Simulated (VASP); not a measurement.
Level of theory: LDA (Ceperley-Alder, Perdew-Zunger), VASP's LDA PAW potentials (set 64) (plane waves; VASP 6.6.1).

VASP input:

File KPOINTS:
```
Automatic mesh
0
Gamma
6 6 6
0 0 0
```

### POSCAR
```
CsBr
1
    4.1455370516    -0.0000000000     0.0000000000
    0.0000000000     4.1455370516     0.0000000000
    0.0000000000     0.0000000000     4.1455370516
Cs Br
1 1
Direct
  0.0000000000   0.0000000000   0.0000000000
  0.5000000000   0.5000000000   0.5000000000
```

**INCAR**
```
SYSTEM = CsBr
PREC = Accurate; ENCUT = 400; LREAL = .FALSE.
LASPH = .TRUE.
EDIFF = 1E-6; NELM = 100; ALGO = Normal
LMAXMIX = 4
ISMEAR = 0; SIGMA = 0.05
IBRION = 2; NSW = 60; ISIF = 3
EDIFFG = -0.01
LWAVE = .FALSE.; LCHARG = .FALSE.
```

POTCAR, in this order: Cs_sv Br (LDA.64 set). Program: vasp_std.

The run wrote:

OSZICAR:
```
       N       E                     dE             d eps       ncg     rms          rms(c)
DAV:   1     0.829707870221E+02    0.82971E+02   -0.59194E+03   480   0.943E+02
DAV:   2    -0.134578408067E+01   -0.84317E+02   -0.78155E+02   728   0.169E+02
DAV:   3    -0.698128465303E+01   -0.56355E+01   -0.56156E+01   588   0.493E+01
DAV:   4    -0.703246638631E+01   -0.51182E-01   -0.51166E-01   564   0.568E+00
DAV:   5    -0.703293346261E+01   -0.46708E-03   -0.46704E-03   584   0.525E-01    0.179E+00
DAV:   6    -0.683273395050E+01    0.20020E+00   -0.30187E-01   528   0.298E+00    0.109E+00
DAV:   7    -0.679576083632E+01    0.36973E-01   -0.13342E-01   604   0.196E+00    0.513E-01
DAV:   8    -0.679334500895E+01    0.24158E-02   -0.74430E-03   572   0.571E-01    0.846E-02
DAV:   9    -0.679312163279E+01    0.22338E-03   -0.72187E-04   600   0.173E-01    0.605E-02
DAV:  10    -0.679313786618E+01   -0.16233E-04   -0.49252E-05   572   0.513E-02    0.153E-02
DAV:  11    -0.679313922743E+01   -0.13612E-05   -0.83649E-06   568   0.184E-02    0.270E-03
DAV:  12    -0.679313905524E+01    0.17219E-06   -0.11432E-06   336   0.717E-03
   1 F= -.67931391E+01 E0= -.67931391E+01  d E =-.679314E+01
```

File OUTCAR:
```
------------------------ aborting loop because EDIFF is reached ----------------------------------------
  FORCE on cell =-STRESS in cart. coord.  units (eV):
  Direction    XX          YY          ZZ          XY          YZ          ZX
  --------------------------------------------------------------------------------------
  Total        0.0013938      0.0013938      0.0013938     -0.0000000     -0.0000000     -0.0000000
  in kB        0.0313439      0.0313439      0.0313439     -0.0000000     -0.0000000     -0.0000000
  external PRESSURE =       0.0313439 kB  Pullay stress =       0.0000000 kB
  volume of cell :       71.24
      direct lattice vectors                 reciprocal lattice vectors
     4.145537052  0.000000000  0.000000000     0.241223269  0.000000000  0.000000000
     0.000000000  4.145537052  0.000000000     0.000000000  0.241223269  0.000000000
     0.000000000  0.000000000  4.145537052     0.000000000  0.000000000  0.241223269
 POSITION                                       TOTAL-FORCE (eV/Angst)
 -----------------------------------------------------------------------------------
      0.00000      0.00000      0.00000         0.000000      0.000000      0.000000
      2.07277      2.07277      2.07277         0.000000      0.000000      0.000000
 -----------------------------------------------------------------------------------
    total drift:                                0.000000      0.000000      0.000000
  FREE ENERGIE OF THE ION-ELECTRON SYSTEM (eV)
  ---------------------------------------------------
  free  energy   TOTEN  =        -6.7931390552 eV

  energy  without entropy=       -6.7931390552  energy(sigma->0) =       -6.79313906

 reached required accuracy - stopping structural energy minimisation
```
(Selected blocks of OUTCAR.)

The compound is CsBr in the CsCl type structure. It was relaxed first, which changed the volume by -10 %. The start is the result of an earlier pass.
